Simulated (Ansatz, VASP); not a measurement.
# Two plane-wave programs on LiCl

```
Cl Li
1.0
     0.00000    2.56477    2.56477
     2.56477    0.00000    2.56477
     2.56477    2.56477    0.00000
Cl Li
1 1
Direct
  0.50000 0.50000 0.50000
  0.00000 0.00000 0.00000
```

Alike in both runs: functional revPBE; k mesh 9 × 9 × 9; occupations fermi-dirac, width 0.05 eV; no spin polarisation.

|  | VASP | Ansatz |
| --- | --- | --- |
| version | VASP 6.6.1 | Ansatz 0.2.0 |
| potentials or method | VASP PAW PBE potentials, release 64 (Cl, Li_sv) | Ansatz PAW |
| plane-wave cutoff (eV) | 520 | 420 |
| valence electrons in the cell | 10 | 10 |
| task | single point | band structure |

|  | VASP | Ansatz | Ansatz less VASP |
| --- | --- | --- | --- |
| gap on the k mesh at the Fermi level (eV) | 6.54 | 6.53 | -0.014 |
| least direct gap on the mesh (eV) | 6.54 | 6.53 | -0.014 |

Caveats: an odd mesh through Γ misses points on the zone boundary, where band edges often lie (VASP).
